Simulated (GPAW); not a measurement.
# ZnSe (Stilleite) (F-43m) in GPAW: notebook

One crystal, ZnSe (Stilleite), is run at these levels: PBEsol+D4, AM05; tasks: relaxation of cell and atoms, electron localisation function.

Program: GPAW 26.7.0. These are calculated values, not measurements. Logs are shortened: lines on timing, memory, paths and dates and some standing lists are left out, and cuts for length are marked. The log counts tension as positive stress, the text compression.

**The experiment to reproduce.**

“Alloy Disordering Effects on the Thermal Conductivity and Energy Gap Temperature Dependence of Cd1−xZnxSe Ternary Crystals Grown by the Bridgman Method”, 2023, pmc:10253836 reports, for a bulk crystal of ZnSe at 300 K: band gap 2.695 ± 0.003 eV (an exciton energy, a little under the gap).

The results are compared with them further down.

## (1) The crystal as given

The structure is cubic, space group F-43m (No. 216). Conventional cell: a = 5.668 Å, b = 5.668 Å, c = 5.668 Å, α = 90.00°, β = 90.00°, γ = 90.00°. Around Se (site symmetry -43m) lie 4 Zn at 2.45 Å. Around Zn (site symmetry -43m) lie 4 Se at 2.45 Å.

## (2) Relaxation of cell and atoms, PBEsol+D4

The input, run.py:

```python
from ase import Atoms
from ase.calculators.mixing import SumCalculator
from ase.filters import FrechetCellFilter
from ase.io import write
from ase.optimize import BFGS
from dftd4.ase import DFTD4
from gpaw import GPAW, PW, setup_paths

setup_paths.insert(0, '.')

atoms = Atoms(['Se', 'Zn'],
              cell=[[0.0, 2.8338, 2.8338],
                    [2.8338, 0.0, 2.8338],
                    [2.8338, 2.8338, 0.0]],
              scaled_positions=[[0.75, 0.75, 0.75],
                                [0.0, 0.0, 0.0]],
              pbc=True)

calc = GPAW(mode=PW(600),
            xc='PBEsol',
            kpts={'size': (8, 8, 8), 'gamma': True},
            occupations={'name': 'fermi-dirac', 'width': 0.05},
            nbands=18,
            convergence={'density': 1e-05, 'forces': 0.0001},
            maxiter=150,
            txt='gpaw.txt')
atoms.calc = SumCalculator([calc, DFTD4(method='pbesol')])
opt = BFGS(FrechetCellFilter(atoms), trajectory='relax.traj', logfile='-')
done = opt.run(fmax=0.02, steps=60)
calc.write('gs.gpw')
write('result.traj', atoms)
print('Converged:', done)
print('Cell:', atoms.cell.cellpar().round(4))
print('Volume:', round(atoms.get_volume(), 4))
print(atoms.get_scaled_positions().round(5))
```

Potentials or basis: PAW data sets generated in the run's folder for this functional, pw.

The run is started by

```console
$ gpaw-setup -f PBEsol Se Zn
$ OMP_NUM_THREADS=1 python run.py
```

gpaw.txt:

```text
__  _  _
 | _ |_)|_||  |
 |__||  | ||/\| - 26.7.0

Input parameters:
  mode=PW(ecut=600.0),
  convergence={'density': 1e-05, 'forces': 0.0001},
  kpts=MonkhorstPack(size=(8, 8, 8), gamma=True),
  maxiter=150,
  nbands=18,
  occupations=Occupations(name='fermi-dirac', width=0.05),
  xc=XC(name='PBEsol')

Diagonalizing LCAO Hamiltonian
Converting LCAO to pw mode

                    Se

       Zn

Atoms  # Å, Bohr magnetons
|   | symbol |        x |        y |        z |    initial magnetic moments |
|---|--------|----------|----------|----------|-----------------------------|
| 0 |     Se | 4.250700 | 4.250700 | 4.250700 | ( 0.0000,  0.0000,  0.0000) |
| 1 |     Zn | 0.000000 | 0.000000 | 0.000000 | ( 0.0000,  0.0000,  0.0000) |

Unit cell  # Å
| periodic |        x |        y |        z |  lengths |    angles |
|----------|----------|----------|----------|----------|-----------|
|      yes | 0.000000 | 2.833800 | 2.833800 | 4.007598 | 60.000000 |
|      yes | 2.833800 | 0.000000 | 2.833800 | 4.007598 | 60.000000 |
|      yes | 2.833800 | 2.833800 | 0.000000 | 4.007598 | 60.000000 |

Number of symmetries: 24
Symmetry operations  # r_c * U_cc + t_c -> r_c
|    | kind |            matrix            |
|----|------|------------------------------|
|  0 |  E   |  1, 0, 0,  0, 1, 0,  0, 0, 1 |
|  1 |  σ   |  1, 0, 0,  0, 0, 1,  0, 1, 0 |
|  2 |  σ   |  1, 0,-1,  0, 1,-1,  0, 0,-1 |
|  3 |  C3  |  1, 0,-1,  0, 0,-1,  0, 1,-1 |
|  4 |  C3  |  1,-1, 0,  0,-1, 1,  0,-1, 0 |
|  5 |  σ   |  1,-1, 0,  0,-1, 0,  0,-1, 1 |
|  6 |  σ   |  0, 1, 0,  1, 0, 0,  0, 0, 1 |
|  7 |  C3  |  0, 1, 0,  0, 0, 1,  1, 0, 0 |
|  8 |  C2  |  0, 1,-1,  1, 0,-1,  0, 0,-1 |
|  9 |  S4  |  0, 1,-1,  0, 0,-1,  1, 0,-1 |
| 10 |  C3  |  0, 0, 1,  1, 0, 0,  0, 1, 0 |
| 11 |  σ   |  0, 0, 1,  0, 1, 0,  1, 0, 0 |
| 12 |  S4  |  0, 0,-1,  1, 0,-1,  0, 1,-1 |
| 13 |  C3  |  0, 0,-1,  0, 1,-1,  1, 0,-1 |
| 14 |  S4  |  0,-1, 1,  1,-1, 0,  0,-1, 0 |
| 15 |  C2  |  0,-1, 1,  0,-1, 0,  1,-1, 0 |
| 16 |  C3  |  0,-1, 0,  1,-1, 0,  0,-1, 1 |
| 17 |  S4  |  0,-1, 0,  0,-1, 1,  1,-1, 0 |
| 18 |  S4  | -1, 1, 0, -1, 0, 1, -1, 0, 0 |
| 19 |  C3  | -1, 1, 0, -1, 0, 0, -1, 0, 1 |
| 20 |  C3  | -1, 0, 1, -1, 1, 0, -1, 0, 0 |
| 21 |  S4  | -1, 0, 1, -1, 0, 0, -1, 1, 0 |
| 22 |  σ   | -1, 0, 0, -1, 1, 0, -1, 0, 1 |
| 23 |  C2  | -1, 0, 0, -1, 0, 1, -1, 1, 0 |

BZ-sampling:
  Number of BZ points: 512
  Number of IBZ points: 29

  Monkhorst-Pack size: [8, 8, 8]
  Monkhorst-Pack shift: [0.0625, 0.0625, 0.0625]
[... 158 lines left out ...]
Fermi level: 4.363
Eigenvalues  # (at kpt = [0.000, 0.000, 0.000])
| band index |      eig [eV] | occ [0-2] |
|------------|---------------|-----------|
|          0 |        -9.532 |     2.000 |
|          1 |        -2.794 |     2.000 |
|          2 |        -2.794 |     2.000 |
|          3 |        -2.794 |     2.000 |
|          4 |        -2.429 |     2.000 |
|          5 |        -2.429 |     2.000 |
[... 10 lines left out ...]
|         16 |        16.663 |     0.000 |
|         17 |        16.663 |     0.000 |

Gap: 1.177 eV
Transition (v -> c):
  (s=0, k=0, n=8, [0.00, 0.00, 0.00]) -> (s=0, k=0, n=9, [0.00, 0.00, 0.00])
No difference between direct/indirect transitions

Stress tensor  # eV/Ang^3
|         x |        y |         z |
|-----------|----------|-----------|
|  0.007191 | 0.000000 | -0.000000 |
|  0.000000 | 0.007191 |  0.000000 |
| -0.000000 | 0.000000 |  0.007191 |

Forces  # eV/Ang
|       x |        y |        z |
|---------|----------|----------|
| 0.00000 |  0.00000 | -0.00000 |  # Se   0
| 0.00000 | -0.00000 | -0.00000 |  # Zn   1

Diagonalizing LCAO Hamiltonian
Converting LCAO to pw mode

                    Se

       Zn

Atoms  # Å, Bohr magnetons
|   | symbol |         x |         y |         z |    initial magnetic moments |
|---|--------|-----------|-----------|-----------|-----------------------------|
| 0 |     Se |  4.240539 |  4.240539 |  4.240539 | ( 0.0000,  0.0000,  0.0000) |
| 1 |     Zn | -0.000000 | -0.000000 | -0.000000 | ( 0.0000,  0.0000,  0.0000) |

Unit cell  # Å
| periodic |        x |        y |        z |  lengths |    angles |
|----------|----------|----------|----------|----------|-----------|
|      yes | 0.000000 | 2.827026 | 2.827026 | 3.998019 | 59.999999 |
|      yes | 2.827026 | 0.000000 | 2.827026 | 3.998019 | 59.999999 |
|      yes | 2.827026 | 2.827026 | 0.000000 | 3.998019 | 59.999999 |

Number of symmetries: 6
Symmetry operations  # r_c * U_cc + t_c -> r_c
|   | kind |            matrix            |
|---|------|------------------------------|
| 0 |  E   |  1, 0, 0,  0, 1, 0,  0, 0, 1 |
| 1 |  σ   |  1, 0, 0,  0, 0, 1,  0, 1, 0 |
| 2 |  σ   |  0, 1, 0,  1, 0, 0,  0, 0, 1 |
| 3 |  C3  |  0, 1, 0,  0, 0, 1,  1, 0, 0 |
| 4 |  C3  |  0, 0, 1,  1, 0, 0,  0, 1, 0 |
| 5 |  σ   |  0, 0, 1,  0, 1, 0,  1, 0, 0 |

BZ-sampling:
  Number of BZ points: 512
  Number of IBZ points: 65

  Monkhorst-Pack size: [8, 8, 8]
  Monkhorst-Pack shift: [0.0625, 0.0625, 0.0625]

K-points  # in reciprocal-cell coordinates
|     |                                coordinates |     weight |
|-----|--------------------------------------------|------------|
|   0 | (  0.00000000,   0.00000000,   0.00000000) | 0.00195312 |
|   1 | (  0.12500000,   0.00000000,  -0.12500000) | 0.01171875 |
|   2 | (  0.12500000,   0.00000000,   0.00000000) | 0.01171875 |
|   3 | (  0.12500000,   0.12500000,  -0.12500000) | 0.01171875 |
|   4 | (  0.12500000,   0.12500000,   0.00000000) | 0.01171875 |
|   5 | (  0.12500000,   0.12500000,   0.12500000) | 0.00390625 |
|   6 | (  0.25000000,  -0.12500000,  -0.12500000) | 0.01171875 |
|   7 | (  0.25000000,   0.00000000,  -0.25000000) | 0.01171875 |
|   8 | (  0.25000000,   0.00000000,  -0.12500000) | 0.02343750 |
|   9 | (  0.25000000,   0.00000000,   0.00000000) | 0.01171875 |
| ... |                                            |            |
|  64 | (  0.50000000,   0.50000000,   0.50000000) | 0.00195312 |

Plane wave coefficients: 1540
Cutoff: 600.0 eV
[... 139 lines left out ...]
Fermi level: 4.455
Eigenvalues  # (at kpt = [0.000, 0.000, 0.000])
| band index |      eig [eV] | occ [0-2] |
|------------|---------------|-----------|
|          0 |        -9.501 |     2.000 |
|          1 |        -2.743 |     2.000 |
|          2 |        -2.743 |     2.000 |
|          3 |        -2.743 |     2.000 |
|          4 |        -2.371 |     2.000 |
|          5 |        -2.371 |     2.000 |
[... 10 lines left out ...]
|         16 |        16.757 |     0.000 |
|         17 |        16.757 |     0.000 |

Gap: 1.205 eV
Transition (v -> c):
  (s=0, k=0, n=8, [0.00, 0.00, 0.00]) -> (s=0, k=0, n=9, [0.00, 0.00, 0.00])
No difference between direct/indirect transitions

Stress tensor  # eV/Ang^3
|         x |         y |         z |
|-----------|-----------|-----------|
|  0.004447 | -0.000000 | -0.000000 |
| -0.000000 |  0.004447 | -0.000000 |
| -0.000000 | -0.000000 |  0.004447 |

Forces  # eV/Ang
|        x |        y |        z |
|----------|----------|----------|
|  0.00000 |  0.00000 |  0.00000 |  # Se   0
| -0.00000 | -0.00000 | -0.00000 |  # Zn   1

Interpolating wave functions to new cell

                    Se

       Zn

Atoms  # Å, Bohr magnetons
|   | symbol |         x |         y |         z |    initial magnetic moments |
|---|--------|-----------|-----------|-----------|-----------------------------|
| 0 |     Se |  4.196135 |  4.196135 |  4.196135 | ( 0.0000,  0.0000,  0.0000) |
| 1 |     Zn | -0.000000 | -0.000000 | -0.000000 | ( 0.0000,  0.0000,  0.0000) |

Unit cell  # Å
| periodic |        x |        y |        z |  lengths |    angles |
|----------|----------|----------|----------|----------|-----------|
|      yes | 0.000001 | 2.797423 | 2.797423 | 3.956154 | 59.999986 |
|      yes | 2.797423 | 0.000001 | 2.797423 | 3.956154 | 59.999986 |
|      yes | 2.797423 | 2.797423 | 0.000001 | 3.956154 | 59.999986 |

Number of symmetries: 6
Symmetry operations  # r_c * U_cc + t_c -> r_c
|   | kind |            matrix            |
|---|------|------------------------------|
| 0 |  E   |  1, 0, 0,  0, 1, 0,  0, 0, 1 |
| 1 |  σ   |  1, 0, 0,  0, 0, 1,  0, 1, 0 |
| 2 |  σ   |  0, 1, 0,  1, 0, 0,  0, 0, 1 |
| 3 |  C3  |  0, 1, 0,  0, 0, 1,  1, 0, 0 |
| 4 |  C3  |  0, 0, 1,  1, 0, 0,  0, 1, 0 |
| 5 |  σ   |  0, 0, 1,  0, 1, 0,  1, 0, 0 |

BZ-sampling:
  Number of BZ points: 512
  Number of IBZ points: 65

  Monkhorst-Pack size: [8, 8, 8]
  Monkhorst-Pack shift: [0.0625, 0.0625, 0.0625]

K-points  # in reciprocal-cell coordinates
|     |                                coordinates |     weight |
|-----|--------------------------------------------|------------|
|   0 | (  0.00000000,   0.00000000,   0.00000000) | 0.00195312 |
|   1 | (  0.12500000,   0.00000000,  -0.12500000) | 0.01171875 |
|   2 | (  0.12500000,   0.00000000,   0.00000000) | 0.01171875 |
|   3 | (  0.12500000,   0.12500000,  -0.12500000) | 0.01171875 |
|   4 | (  0.12500000,   0.12500000,   0.00000000) | 0.01171875 |
|   5 | (  0.12500000,   0.12500000,   0.12500000) | 0.00390625 |
|   6 | (  0.25000000,  -0.12500000,  -0.12500000) | 0.01171875 |
|   7 | (  0.25000000,   0.00000000,  -0.25000000) | 0.01171875 |
|   8 | (  0.25000000,   0.00000000,  -0.12500000) | 0.02343750 |
|   9 | (  0.25000000,   0.00000000,   0.00000000) | 0.01171875 |
| ... |                                            |            |
|  64 | (  0.50000000,   0.50000000,   0.50000000) | 0.00195312 |

Plane wave coefficients: 1476
Cutoff: 600.0 eV
[... 97 lines left out ...]
xc functional:
  name: PBEsol with 2 nearest neighbor stencil

convergence criteria:
- Maximum integral of absolute [dens]ity change: 1e-05 electrons / valence electron
- Maximum change in the atomic [forces] across last 2 cycles: 0.0001 eV/Ang OR
Maximum error relative to the maximum force is below inf
- Maximum [total energy] change in last 3 cyles: 0.0005 eV / valence electron
- Maximum integral of absolute [eigenst]ate change: 4e-08 eV^2 / valence electron
maximum number of iterations: 150

SCF iterations
|iter     | |      energy | eigst |  dens |force |
|---------|-|-------------|-------|-------|------|
|iter:   1| |   -6.881676 | -0.85 |       |      |
|iter:   2| |   -6.875428 | -2.88 | -1.75 |      |
|iter:   3| |   -6.845669 | -2.91 | -1.79 |      |
|iter:   4| |   -6.844507 | -3.86 | -2.50 |      |
|iter:   5| |   -6.844424c| -5.04 | -2.97 |      |
|iter:   6| |   -6.844425c| -5.83 | -3.64 |      |
|iter:   7| |   -6.844426c| -6.80 | -4.09 |      |
|iter:   8| |   -6.844426c| -7.94c| -4.75 |      |
|iter:   9| |   -6.844426c| -8.70c| -5.22c|      |
|iter:  10| |   -6.844426c| -9.57c| -6.37c|-6.39c|

Converged in 10 steps
Energy contributions relative to reference atoms: (reference = -114881.077215)

Energy contributions:
  Kinetic:          12.456385
  Coulomb:         -10.412902
  Zero:             -0.044936
  External:          0.000000
  Xc:               -8.842973
  Entropy:          -0.000000
  Spinorbit:         0.000000
  ----------------------------
  Free energy:      -6.844426
  Extrapolated:     -6.844426

dipole moment: (14.377058, 14.377058, 14.377058)  # |e|*Ang

Fermi level: 4.867
Eigenvalues  # (at kpt = [0.000, 0.000, 0.000])
| band index |      eig [eV] | occ [0-2] |
|------------|---------------|-----------|
|          0 |        -9.361 |     2.000 |
|          1 |        -2.516 |     2.000 |
|          2 |        -2.516 |     2.000 |
|          3 |        -2.516 |     2.000 |
|          4 |        -2.116 |     2.000 |
|          5 |        -2.116 |     2.000 |
[... 10 lines left out ...]
|         16 |        17.179 |     0.000 |
|         17 |        17.179 |     0.000 |

Gap: 1.332 eV
Transition (v -> c):
  (s=0, k=0, n=8, [0.00, 0.00, 0.00]) -> (s=0, k=0, n=9, [0.00, 0.00, 0.00])
No difference between direct/indirect transitions

Stress tensor  # eV/Ang^3
|         x |         y |         z |
|-----------|-----------|-----------|
| -0.008748 | -0.000000 | -0.000000 |
| -0.000000 | -0.008748 | -0.000000 |
| -0.000000 | -0.000000 | -0.008748 |

Forces  # eV/Ang
|        x |        y |        z |
|----------|----------|----------|
|  0.00000 |  0.00000 |  0.00000 |  # Se   0
| -0.00000 | -0.00000 | -0.00000 |  # Zn   1

# Writing to gs.gpw (mode='')
```

Wall time 97 s (1 thread of Intel Xeon Platinum 8259CL at 2.50GHz (Skylake/Cascade Lake), shared host); peak memory 0.24 GiB.

What came out:

| Quantity | Value |
| --- | --- |
| Free energy | -7.2237 eV |
| Relaxed volume | 21.89 Å³/atom |
| Relaxed cell | a = 3.956 Å, b = 3.956 Å, c = 3.956 Å, α = 60.00°, β = 60.00°, γ = 60.00° |
| Space group after relaxing (to 0.05 Å) | F-43m (No. 216) |
| Energy gained by relaxing | 6.2 meV/atom |
| Ionic steps | 3 |
| Pressure after relaxing | 0.1 GPa |
| Band gap on the k mesh | 1.33 eV, direct |
| Dispersion energy per atom | -0.190 eV |

The path:
| step | energy change (eV) | largest force (eV/Å) | pressure (GPa) | volume (Å³) |
| --- | --- | --- | --- | --- |
| 1 | 0.0000 | 0.0000 | -2.36 | 45.51 |
| 2 | -0.0043 | 0.0000 | -1.94 | 45.19 |
| 3 | -0.0125 | 0.0000 | 0.10 | 43.78 |

Final structure:
```yaml
crystal:
  lattice:
    - [0.00000, 2.79742, 2.79742]
    - [2.79742, 0.00000, 2.79742]
    - [2.79742, 2.79742, 0.00000]
  atoms:
    - { symbol: Se, position: [0.75000, 0.75000, 0.75000] }
    - { symbol: Zn, position: [0.00000, 0.00000, 0.00000] }
```

Caveat: later steps reuse the first step's grids. As with any semilocal functional, this PBEsol gap is likely too small.

(Part 1 of 2 ends here.)
